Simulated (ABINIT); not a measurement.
Set up this calculation in ABINIT 10.8.3 (patched build), as the native input.

* Task: equation of state
* Functional: PBE
* Potentials or basis: JTH PAW PBE v2.0
* Cutoff: 544 eV
* k mesh: 7 × 7 × 7
* Occupations: fermi-dirac, width 0.05 eV
* Spin: no spin polarisation
* Fine-grid cutoff: 1088.46 eV
* Exchange and correlation inside the PAW spheres: full angular mesh (pawxcdev 0, this build's default; the released program takes 1)

Crystal: HgTe (Coloradoite).

```
CELL_PARAMETERS angstrom
0.00000 3.21450 3.21450
3.21450 0.00000 3.21450
3.21450 3.21450 0.00000
ATOMIC_POSITIONS crystal
Hg 0.00000 0.00000 0.00000
Te 0.75000 0.75000 0.75000
```

The input as run:

run.abi

```
# Datasets: one volume each
ndtset 7
getwfk -1
scalecart1 3*0.9795861087
scalecart2 3*0.9864848297
scalecart3 3*0.9932883884
scalecart4 3*1.0000000000
scalecart5 3*1.0066227096
scalecart6 3*1.0131594038
scalecart7 3*1.0196128224

# Pseudopotentials
pp_dirpath "./"
pseudos "Hg.GGA_PBE-JTH.xml, Te.GGA_PBE-JTH.xml"

# Structure
acell 8.5906751133 8.5906751133 8.5906751133
rprim
     0.0000000000     0.7071067812     0.7071067812
     0.7071067812     0.0000000000     0.7071067812
     0.7071067812     0.7071067812     0.0000000000
ntypat 2
znucl 80 52
natom 2
typat 1 2
xred
     0.0000000000     0.0000000000     0.0000000000
     0.7500000000     0.7500000000     0.7500000000

# Plane-wave basis
ecut 20.0
pawecutdg 40.0

# k points
kptopt 1
ngkpt 7 7 7
nshiftk 1
shiftk 0.0 0.0 0.0

# Exchange and correlation
ixc 11

# Bands and occupations
nband 13
occopt 3
tsmear 0.05 eV

# SCF cycle
nstep 100
tolvrs 1.0e-9

# Output
iomode 3
prtwf 1
prtden 0
prteig 0
prtebands 0
enunit 1
```

Potentials or basis: JTH PAW PBE v2.0.

The run is started by

```console
$ abinit run.abi > log 2>&1
```

Results of the run:

```json
{
  "Equilibrium volume": "36.92 Å³/atom (rough: see the caveat)",
  "Bulk modulus": "35 GPa (rough)"
}
```

Caveat: pressures at fixed basis lie under the slope of the energies; the minimum lies outside the volumes run.

It took 2.8 min on 1 thread of Arm Neoverse V1, on a shared host, peak memory 0.16 GiB.
